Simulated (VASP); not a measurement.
# Ba (Pm-3m) in VASP: equation of state

Aim: energy against volume of Ba in PBE, for its equilibrium volume and stiffness.

All numbers are computed with VASP 6.6.1; they aren't measurements. Logs are shortened: lines on timing, memory, paths and dates and some standing lists are left out, and cuts for length are marked.

## Step 1: Starting point

It takes space group Pm-3m (No. 221, cubic). Conventional cell: a = 3.918 Å, b = 3.918 Å, c = 3.918 Å, α = 90.00°, β = 90.00°, γ = 90.00°. Around Ba (site symmetry m-3m) lie 6 Ba at 3.92 Å.

This isn't the form of Ba at room conditions, which is bcc.

## Step 2: Equation of state, PBE, 56.52 Å³/atom (volume scaled by 0.94)

Contents of INCAR:

```
PREC = Accurate
ENCUT = 520
EDIFF = 1E-7
ISMEAR = -1
SIGMA = 0.05
LREAL = False
LASPH = True
NELM = 60
ALGO = Normal
ISIF = 2
LWAVE = False
LCHARG = False
GGA = PE
NBANDS = 11
```

Contents of KPOINTS:

```
regular mesh
0
Gamma
  7 7 7
```

Contents of POSCAR:

```
Ba
1.0
    3.8377416805      0.0000000000      0.0000000000
    0.0000000000      3.8377416805      0.0000000000
    0.0000000000      0.0000000000      3.8377416805
Ba
1
Direct
    0.0000000000      0.0000000000      0.0000000000
```

Potentials or basis: VASP PAW PBE potentials, release 64 (Ba_sv).

Run with:

```sh
$ cat potpaw_PBE.64/Ba_sv/POTCAR > POTCAR
$ mpirun -np 1 vasp_std > vasp.out
```

OUTCAR:

```text
PREC = Accurate
   ENCUT = 520
   EDIFF = 1E-7
   ISMEAR = -1
   LREAL = False
   LASPH = True
   NELM = 60
   ISIF = 2
   GGA = PE

 Found     20 irreducible k-points:

 Following reciprocal coordinates:
            Coordinates               Weight
  0.000000  0.000000  0.000000      1.000000
  0.142857  0.000000  0.000000      6.000000
  0.285714  0.000000  0.000000      6.000000
  0.428571  0.000000  0.000000      6.000000
  0.142857  0.142857  0.000000     12.000000
  0.285714  0.142857  0.000000     24.000000
   k-points           NKPTS =     20   k-points in BZ     NKDIM =     20   number of bands    NBANDS=     11
   number of dos      NEDOS =    301   number of ions     NIONS =      1
   total plane-waves  NPLWV =  27000
   dimension x,y,z NGX =    30 NGY =   30 NGZ =   30
   dimension x,y,z NGXF=    60 NGYF=   60 NGZF=   60
   ions per type =               1
   NGX,Y,Z   is equivalent  to a cutoff of  13.00, 13.00, 13.00 a.u.
   NGXF,Y,Z  is equivalent  to a cutoff of  25.99, 25.99, 25.99 a.u.
 SYSTEM =  unknown system
   PREC   = accura    normal or accurate (medium, high low for compatibility)
   ISTART =      0    job   : 0-new  1-cont  2-samecut
   ICHARG =      2    charge: 1-file 2-atom 10-const
   ISPIN  =      1    spin polarized calculation?
   LNONCOLLINEAR =      F non collinear calculations
   LSORBIT =      F    spin-orbit coupling
   LASPH  =      T    aspherical Exc in radial PAW
   ENCUT  =  520.0 eV  38.22 Ry    6.18 a.u.   7.14  7.14  7.14*2*pi/ulx,y,z
   NELM   =     60;   NELMIN=  2; NELMDL= -5     # of ELM steps
   EDIFF  = 0.1E-06   stopping-criterion for ELM
   LREAL  =      F    real-space projection
   EDIFFG = 0.1E-05   stopping-criterion for IOM
   NSW    =      0    number of steps for IOM
   IBRION =     -1    ionic relax: 0-MD 1-quasi-New 2-CG
   NFREE  =      0    steps in history (QN), initial steepest desc. (CG)
   ISIF   =      2    stress and relaxation
   ISYM   =      2    0-nonsym 1-usesym 2-fastsym
   POTIM  = 0.5000    time-step for ionic-motion
   TEBEG  =    0.0;   TEEND  =   0.0 temperature during run
   PSTRESS=    0.0 pullay stress
   NELECT =      10.0000    total number of electrons
   NUPDOWN=      -1.0000    fix difference up-down
   EMIN   =  10.00;   EMAX   =-10.00  energy-range for DOS
   EFERMI =   0.00;   METHOD = LEGACY
   ISMEAR =    -1;   SIGMA  =   0.05  broadening in eV -4-tet -1-fermi 0-gaus
   EFERMI_NEDOS =   21; number of points for ismear=-14 and -15
   IALGO  =     38    algorithm
   IMIX   =      4    mixing-type and parameters
     AMIX     =   0.40;   BMIX     =  1.00
     AMIX_MAG =   1.60;   BMIX_MAG =  1.00
  volume/ion in A,a.u.               =      56.52       381.44
  Fermi-wavevector in a.u.,A,eV,Ry     =   0.919036  1.736726 11.491845  0.844627
  Thomas-Fermi vector in A             =   2.044185
   LORBIT       =      0    0 simple, 1 ext, 2 COOP (PROOUT), +10 PAW based schemes
   GGA     = PE    functional components
   LHFCALC =     F    Hartree Fock is set to
   AEXX    =    0.0000 exact exchange contribution
   IVDW    =     0    specifies the selected vdW correction
   LEPSILON=     F    determine dielectric tensor
   LRPA    =     F    only Hartree local field effects (RPA)
 non-spin polarized calculation
  energy-cutoff  :      520.00
  volume of cell :       56.52
 maximum number of plane-waves:      1532
 NGX is ok and might be reduce to    30
   NGX = 15   NGY = 15   NGZ = 15

 number of electron      10.0000000 magnetization

 number of electron       9.9999999 magnetization

 Free energy of the ion-electron system (eV)
  ---------------------------------------------------
  ext. energy  EPLUGINS =         0.00000000
  ---------------------------------------------------
  free energy    TOTEN  =        -1.58918172 eV

  energy without entropy =       -1.58365858  energy(sigma->0) =       -1.58642015

 E-fermi :   1.8915     XC(G=0):  -7.7498

 val. band max:        1.7698929316   @ k =   0.4286   0.4286   0.4286
 cond. band min:       1.9336089351   @ k =   0.0000   0.0000   0.0000
 fundamental gap:      0.1637160035
 Fermi energy:         1.8914934447

 k-point     1 :       0.0000    0.0000    0.0000
  band No.  band energies     occupation
      1     -27.1317      2.00000
      2     -11.8792      2.00000
      3     -11.8792      2.00000
      4     -11.8792      2.00000
      5      -0.6404      2.00000
      6       1.9336      0.60210
      7       1.9336      0.60210
      8       7.2282      0.00000
      9       7.2282      0.00000
     10       7.2282      0.00000
     11      10.0542      0.00000

 k-point     2 :       0.1429    0.0000    0.0000
  band No.  band energies     occupation
      1     -27.1165      2.00000
      2     -12.0652      2.00000
      3     -11.8632      2.00000
      4     -11.8632      2.00000
      5      -0.3186      2.00000
      6       2.0352      0.10698
      7       2.2946      0.00063
      8       6.4706      0.00000
      9       6.4706      0.00000
     10       7.2806      0.00000
     11       8.9299      0.00000

 k-point     3 :       0.2857    0.0000    0.0000
  band No.  band energies     occupation
      1     -27.0818      2.00000
      2     -12.4526      2.00000
      3     -11.8269      2.00000
      4     -11.8269      2.00000
      5       0.4171      2.00000
      6       2.2879      0.00072
      7       3.0169      0.00000
      8       5.4167      0.00000
      9       5.4167      0.00000
     10       7.4036      0.00000
     11       7.9694      0.00000

 k-point     4 :       0.4286    0.0000    0.0000
  band No.  band energies     occupation
      1     -27.0537      2.00000
      2     -12.7383      2.00000
      3     -11.7973      2.00000
      4     -11.7973      2.00000
      5       1.1763      2.00000
      6       2.5230      0.00001
      7       3.0351      0.00000
      8       4.8081      0.00000
      9       4.8081      0.00000
     10       7.5081      0.00000
     11       8.8708      0.00000

 k-point     5 :       0.1429    0.1429    0.0000
  band No.  band energies     occupation
      1     -27.1013      2.00000
      2     -12.0575      2.00000
      3     -12.0365      2.00000
      4     -11.8474      2.00000
      5      -0.0006      2.00000
      6       2.2588      0.00129
      7       2.5299      0.00001
      8       5.6480      0.00000
      9       6.3839      0.00000
     10       6.7366      0.00000
     11       9.6353      0.00000

 k-point     6 :       0.2857    0.1429    0.0000
  band No.  band energies     occupation
      1     -27.0669      2.00000
      2     -12.4307      2.00000
      3     -12.0053      2.00000
      4     -11.8114      2.00000
      5       0.7104      2.00000
      6       2.5233      0.00001
      7       3.1240      0.00000
      8       4.8344      0.00000
      9       5.4914      0.00000
     10       6.7630      0.00000
     11       8.4870      0.00000

 [... further k-points ...]
[... 5 lines left out ...]
  --------------------------------------------------------------------------------------
  -------------------------------------------------------------------------------------
  Total        0.3523481      0.3523481      0.3523481     -0.0000000      0.0000000     -0.0000000
  in kB        9.9874643      9.9874643      9.9874643     -0.0000000      0.0000000     -0.0000000
  external PRESSURE =       9.9874643 kB  Pullay stress =       0.0000000 kB

 VOLUME and BASIS-vectors are now :
 -----------------------------------------------------------------------------
  energy-cutoff  :      520.00
  volume of cell :       56.52
      direct lattice vectors                 reciprocal lattice vectors
     3.837741681  0.000000000  0.000000000     0.260569909  0.000000000  0.000000000
     0.000000000  3.837741681  0.000000000     0.000000000  0.260569909  0.000000000
     0.000000000  0.000000000  3.837741681     0.000000000  0.000000000  0.260569909

 POSITION                                       TOTAL-FORCE (eV/Angst)
 -----------------------------------------------------------------------------------
      0.00000      0.00000      0.00000         0.000000      0.000000      0.000000
 -----------------------------------------------------------------------------------
    total drift:                                0.000000      0.000000     -0.000000

  FREE ENERGIE OF THE ION-ELECTRON SYSTEM (eV)
  ---------------------------------------------------
  free  energy   TOTEN  =        -1.5891817218 eV

  energy  without entropy=       -1.5836585769  energy(sigma->0) =       -1.58642015
```

It took 7.3 s on 1 thread of Intel Xeon 6975P-C (Granite Rapids), shared host; peak memory 0.16 GiB.

What came out:

| Property | Result |
| --- | --- |
| Free energy | -1.5892 eV |
| Pressure | 1.0 GPa |
| Band gap on the k mesh | 0.16 eV, indirect (least direct gap 0.23 eV) |

Caveat: spin-orbit coupling is left out, which moves the levels of the heavy elements; an odd mesh through Γ misses points on the zone boundary, where band edges often lie.

## Step 3: Equation of state, PBE, 57.73 Å³/atom (volume scaled by 0.96)

Contents of INCAR:

```
SYSTEM = Ba
PREC = Accurate
ENCUT = 520
EDIFF = 1E-7
ISMEAR = -1
SIGMA = 0.05
LREAL = .FALSE.
LASPH = .TRUE.
NELM = 100
ALGO = Normal
ISIF = 2
LWAVE = .FALSE.
LCHARG = .FALSE.
GGA = PE
NBANDS = 11
```

Contents of KPOINTS:

```
regular mesh
0
G
  7 7 7
  0 0 0
```

Contents of POSCAR:

```
Ba
1.0
    3.8647689209      0.0000000000      0.0000000000
    0.0000000000      3.8647689209      0.0000000000
    0.0000000000      0.0000000000      3.8647689209
Ba
1
Direct
    0.0000000000      0.0000000000      0.0000000000
```

Potentials or basis: VASP PAW PBE potentials, release 64 (Ba_sv).

Run with:

```sh
$ cat potpaw_PBE.64/Ba_sv/POTCAR > POTCAR
$ mpirun -np 1 vasp_std > vasp.out
```

Wall time 7.4 s (1 thread of Intel Xeon 6975P-C (Granite Rapids), shared host); peak memory 0.16 GiB.

The run converged. Its results:

| Property | Result |
| --- | --- |
| Free energy | -1.5959 eV |
| Pressure | 0.8 GPa |
| Band gap on the k mesh | 0.16 eV, indirect (least direct gap 0.22 eV) |

Caveat: spin-orbit coupling is left out, which moves the levels of the heavy elements; an odd mesh through Γ misses points on the zone boundary, where band edges often lie.

## Step 4: Equation of state, PBE, 58.93 Å³/atom (volume scaled by 0.98)

Contents of INCAR:

```
  PREC = Accurate
  ENCUT = 520
  EDIFF = 1E-7
  ISMEAR = -1
  SIGMA = 0.05
  LREAL = F
  LASPH = T
  NELM = 60
  ALGO = Normal
  ISIF = 2
  LWAVE = F
  LCHARG = F
  GGA = PE
  NBANDS = 11
```

Contents of KPOINTS:

```
regular mesh
0
Gamma
  7 7 7
```

Contents of POSCAR:

```
Ba
1.0
    3.8914233419      0.0000000000      0.0000000000
    0.0000000000      3.8914233419      0.0000000000
    0.0000000000      0.0000000000      3.8914233419
Ba
1
Direct
    0.0000000000      0.0000000000      0.0000000000
```

Run with:

```sh
$ cat potpaw_PBE.64/Ba_sv/POTCAR > POTCAR
$ mpirun -np 1 vasp_std > vasp.out
```

It took 7.4 s on 1 thread of Intel Xeon 6975P-C (Granite Rapids), shared host; peak memory 0.16 GiB.

It converged, with:

```yaml
Free_energy: -1.6009 eV
Pressure: 0.6 GPa
Band_gap_on_the_k_mesh: 0.15 eV, indirect (least direct gap 0.22 eV)
```

Caveat: spin-orbit coupling is left out, which moves the levels of the heavy elements; an odd mesh through Γ misses points on the zone boundary, where band edges often lie.

## Step 5: Equation of state, PBE, 61.33 Å³/atom (volume scaled by 1.02)

Changes to INCAR since step 4:

```diff
@@ -7,3 +7,3 @@
   LASPH = T
-  NELM = 60
+  NELM = 80
   ALGO = Normal
```

Contents of KPOINTS:

```
Automatic mesh
0
Gamma
  7 7 7
```

Contents of POSCAR:

```
Ba
1.0
    3.9436634459      0.0000000000      0.0000000000
    0.0000000000      3.9436634459      0.0000000000
    0.0000000000      0.0000000000      3.9436634459
Ba
1
Direct
    0.0000000000      0.0000000000      0.0000000000
```

Run with:

```sh
$ cat potpaw_PBE.64/Ba_sv/POTCAR > POTCAR
$ mpirun -np 1 vasp_std > vasp.out
```

It took 7.7 s on 1 thread of Intel Xeon 6975P-C (Granite Rapids), shared host; peak memory 0.16 GiB.

Results (log left out):

```
Free energy            : -1.6064 eV
Pressure               : 0.2 GPa
Band gap on the k mesh : 0.14 eV, indirect (least direct gap 0.22 eV)
```

Caveat: spin-orbit coupling is left out, which moves the levels of the heavy elements; an odd mesh through Γ misses points on the zone boundary, where band edges often lie.

## Step 6: Equation of state, PBE, 62.54 Å³/atom (volume scaled by 1.04)

Contents of INCAR:

```
SYSTEM = Ba
  PREC = Accurate
  ENCUT = 520
  EDIFF = 1E-7
  ISMEAR = -1
  SIGMA = 0.05
  LREAL = .False.
  LASPH = .True.
  NELM = 80
  ALGO = Normal
  ISIF = 2
  LWAVE = .False.
  LCHARG = .False.
  GGA = PE
  NBANDS = 11
```

Contents of KPOINTS:

```
Automatic mesh
0
Gamma
  7 7 7
  0 0 0
```

Contents of POSCAR:

```
Ba
1.0
    3.9692723677      0.0000000000      0.0000000000
    0.0000000000      3.9692723677      0.0000000000
    0.0000000000      0.0000000000      3.9692723677
Ba
1
Direct
    0.0000000000      0.0000000000      0.0000000000
```

Potentials or basis: VASP PAW PBE potentials, release 64 (Ba_sv).

Run with:

```sh
$ cat potpaw_PBE.64/Ba_sv/POTCAR > POTCAR
$ mpirun -np 1 vasp_std > vasp.out
```

It took 7.9 s on 1 thread of Intel Xeon 6975P-C (Granite Rapids), shared host; peak memory 0.16 GiB.

The run converged. Its results:

```yaml
Free_energy: -1.6071 eV
Pressure: 0.0 GPa
Band_gap_on_the_k_mesh: 0.14 eV, indirect (least direct gap 0.21 eV)
```

Caveat: spin-orbit coupling is left out, which moves the levels of the heavy elements; an odd mesh through Γ misses points on the zone boundary, where band edges often lie.

## Step 7: Equation of state, PBE, 63.74 Å³/atom (volume scaled by 1.06)

Contents of INCAR:

```
SYSTEM = Ba
PREC = Accurate
ENCUT = 520
EDIFF = 1E-7
ISMEAR = -1
SIGMA = 0.05
LREAL = .False.
LASPH = .True.
NELM = 100
ALGO = Normal
ISIF = 2
LWAVE = .False.
LCHARG = .False.
GGA = PE
NBANDS = 11
```

Contents of KPOINTS:

```
regular mesh
0
Gamma
  7 7 7
  0 0 0
```

Contents of POSCAR:

```
Ba
1.0
    3.9945550389      0.0000000000      0.0000000000
    0.0000000000      3.9945550389      0.0000000000
    0.0000000000      0.0000000000      3.9945550389
Ba
1
Direct
    0.0000000000      0.0000000000      0.0000000000
```

Potentials or basis: VASP PAW PBE potentials, release 64 (Ba_sv).

Run with:

```sh
$ cat potpaw_PBE.64/Ba_sv/POTCAR > POTCAR
$ mpirun -np 1 vasp_std > vasp.out
```

OUTCAR:

```text
SYSTEM = Ba
   PREC = Accurate
   ENCUT = 520
   EDIFF = 1E-7
   ISMEAR = -1
   LREAL = .False.
   LASPH = .True.
   NELM = 100
   ISIF = 2
   GGA = PE

 Found     20 irreducible k-points:

 Following reciprocal coordinates:
            Coordinates               Weight
  0.000000  0.000000  0.000000      1.000000
  0.142857  0.000000  0.000000      6.000000
  0.285714  0.000000  0.000000      6.000000
  0.428571  0.000000  0.000000      6.000000
  0.142857  0.142857  0.000000     12.000000
  0.285714  0.142857  0.000000     24.000000
   k-points           NKPTS =     20   k-points in BZ     NKDIM =     20   number of bands    NBANDS=     11
[... 155 lines left out ...]
      9       4.7533      0.00000
     10       5.8431      0.00000
     11       7.4818      0.00000

 [... further k-points ...]
[... 5 lines left out ...]
  --------------------------------------------------------------------------------------
  -------------------------------------------------------------------------------------
  Total       -0.0556269     -0.0556269     -0.0556269     -0.0000000     -0.0000000      0.0000000
  in kB       -1.3982685     -1.3982685     -1.3982685     -0.0000000     -0.0000000      0.0000000
  external PRESSURE =      -1.3982685 kB  Pullay stress =       0.0000000 kB

 VOLUME and BASIS-vectors are now :
 -----------------------------------------------------------------------------
  energy-cutoff  :      520.00
  volume of cell :       63.74
      direct lattice vectors                 reciprocal lattice vectors
     3.994555039  0.000000000  0.000000000     0.250340774  0.000000000  0.000000000
     0.000000000  3.994555039  0.000000000     0.000000000  0.250340774  0.000000000
     0.000000000  0.000000000  3.994555039     0.000000000  0.000000000  0.250340774

 POSITION                                       TOTAL-FORCE (eV/Angst)
 -----------------------------------------------------------------------------------
      0.00000      0.00000      0.00000         0.000000      0.000000      0.000000
 -----------------------------------------------------------------------------------
    total drift:                                0.000000      0.000000     -0.000000

  FREE ENERGIE OF THE ION-ELECTRON SYSTEM (eV)
  ---------------------------------------------------
  free  energy   TOTEN  =        -1.6066584546 eV

  energy  without entropy=       -1.6025620205  energy(sigma->0) =       -1.60461024
```

OSZICAR:

```text
N       E                     dE             d eps       ncg     rms          rms(c)
DAV:   1     0.544814230742E+02    0.54481E+02   -0.41559E+03   440   0.735E+02
DAV:   2     0.825074684095E+00   -0.53656E+02   -0.52656E+02   543   0.139E+02
DAV:   3    -0.154677591414E+01   -0.23719E+01   -0.23597E+01   586   0.306E+01
DAV:   4    -0.160265907683E+01   -0.55883E-01   -0.55829E-01   560   0.438E+00
DAV:   5    -0.160441613724E+01   -0.17571E-02   -0.17570E-02   588   0.672E-01    0.182E+00
DAV:   6    -0.160496087655E+01   -0.54474E-03   -0.64290E-03   572   0.669E-01    0.107E+00
DAV:   7    -0.160632182098E+01   -0.13609E-02   -0.13458E-02   514   0.107E+00    0.703E-02
DAV:   8    -0.160666189629E+01   -0.34008E-03   -0.65206E-04   556   0.185E-01    0.403E-02
DAV:   9    -0.160665924984E+01    0.26464E-05   -0.15413E-05   509   0.333E-02    0.268E-03
DAV:  10    -0.160665910861E+01    0.14124E-06   -0.86428E-07   664   0.616E-03    0.166E-03
DAV:  11    -0.160665849811E+01    0.61050E-06   -0.17427E-07   502   0.384E-03    0.638E-04
DAV:  12    -0.160665845464E+01    0.43474E-07   -0.11387E-08   301   0.900E-04
   1 F= -.16066585E+01 E0= -.16046102E+01  d E =-.409643E-02
```

stdout:

```text
POSCAR found type information on POSCAR Ba
 POSCAR found :  1 types and       1 ions
 scaLAPACK will be used
 LDA part: xc-table for (Slater+PW92), standard interpolation
 POSCAR, INCAR and KPOINTS ok, starting setup
 FFT: planning ... GRIDC
 FFT: planning ... GRID_SOFT
 FFT: planning ... GRID
 WAVECAR not read
 entering main loop
```

Wall time 7.8 s (1 thread of Intel Xeon 6975P-C (Granite Rapids), shared host); peak memory 0.16 GiB.

What came out:

| Item | Value |
| --- | --- |
| Free energy | -1.6067 eV |
| Pressure | -0.1 GPa |
| Band gap on the k mesh | 0.13 eV, indirect (least direct gap 0.21 eV) |

Caveat: spin-orbit coupling is left out, which moves the levels of the heavy elements; an odd mesh through Γ misses points on the zone boundary, where band edges often lie.

## Step 8: Equation of state, PBE

No new run: the results of the series are fitted here.

What came out:

```yaml
Equilibrium_volume: 62.65 Å³/atom
Bulk_modulus: 8.4 GPa
Pressure_derivative_of_the_bulk_modulus: "3.1 (rough: it moves with the points fitted)"
```

Energy against volume, from the lowest point:
```csv
volume (Å³/atom),energy (meV/atom)
56.523,17.95
57.726,11.28
58.929,6.25
60.131,2.77
61.334,0.72
62.536,0.00
63.739,0.47
```
